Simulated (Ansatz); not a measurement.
Cu: computed properties

Computed with DFT PBE, scalar-relativistic, plane waves, PAW in Ansatz.

Plane waves to 420 eV, a k mesh through Γ of 20×20×20 on the computed 1-atom cell and Gaussian smearing (0.10 eV); no spin polarisation.

The structure is relaxed at this level of theory with its symmetry kept.

```cif
data_structure
_symmetry_space_group_name_H-M 'P 1'
_symmetry_Int_Tables_number 1
_cell_length_a 2.5666
_cell_length_b 2.5666
_cell_length_c 2.5666
_cell_angle_alpha 60.000
_cell_angle_beta 60.000
_cell_angle_gamma 60.000
_cell_volume 11.96
loop_
_atom_site_label
_atom_site_type_symbol
_atom_site_fract_x
_atom_site_fract_y
_atom_site_fract_z
_atom_site_occupancy
Cu1 Cu 0.00000 0.00000 0.00000 1
```

(1) Formation energy from the elements' standard states (uncorrected)?

(2) Density of states at the Fermi level?

(3) Löwdin character within 0.5 eV of the Fermi level?

(4) Bader charges (e)?

Results:

(1) 0.000 eV/atom.

(2) 0.31 states/eV per cell.

(3) Cu 4s 42 %, Cu 3d 34 %, unprojected 23 %.

(4) Cu (1 in the cell) 0.00.